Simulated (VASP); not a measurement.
Here is a VASP 6.6.1 calculation.

Contents of INCAR:

```
PREC     = Accurate       # precision mode
ENCUT    = 520            # plane-wave cutoff, eV
EDIFF    = 1E-7           # SCF threshold, eV
ISMEAR   = -1             # smearing method
SIGMA    = 0.05           # smearing width, eV
LREAL    = False          # projectors in reciprocal space
LASPH    = True           # aspherical terms in the spheres
NELM     = 80             # most SCF steps
ALGO     = Normal         # electronic algorithm
ISIF     = 2              # what is computed and relaxed
LWAVE    = False          # write WAVECAR
LCHARG   = False          # write CHGCAR
GGA      = PE             # functional
NBANDS   = 49             # bands
```

File KPOINTS:

```
regular mesh
0
Gamma
  10 10 1
```

POSCAR

```
WS2
1.0
    3.1829541699      0.0000000000      0.0000000000
   -1.5914770850      2.7565191702      0.0000000000
    0.0000000000      0.0000000000     28.5322178600
W S
3 6
Direct
    0.6754740000      0.3341850000      0.4328760000
    0.6676790000      0.3313130000      0.8842480000
    0.0138720000      0.0019370000      0.6583500000
    0.6480140000      0.3241160000      0.6061960000
    0.0109080000      0.0010190000      0.3790500000
    0.0099400000      0.0148620000      0.8299150000
    0.6671620000      0.3295410000      0.7139020000
   -0.0003880000      0.0206920000      0.4880200000
    0.0187170000     -0.0054900000      0.9394040000
```

Potentials or basis: VASP PAW PBE potentials, release 64 (W_sv, S).

Command:

```sh
$ cat potpaw_PBE.64/W_sv/POTCAR potpaw_PBE.64/S/POTCAR > POTCAR
$ mpirun -np 1 vasp_std > vasp.out
```

Problem. What does it give for the largest force?

Solution. 2.343 eV/Å.

Problem. What does it give for the band gap on the k mesh?

Solution. 1.37 eV, indirect (least direct gap 1.99 eV).

Forces in eV/Å, atoms in the order of the input:
```
W   -0.592  0.576  0.520
W    0.637  0.410  0.380
W   -1.440 -0.579  1.756
S    1.096  0.431 -1.689
S   -0.059 -0.023 -0.684
S   -0.030 -0.467 -0.383
S    0.343  0.153 -0.076
S    0.652 -0.555  0.102
S   -0.605  0.055  0.074
```

Caveat: spin-orbit coupling is left out, which moves the levels of the heavy elements.
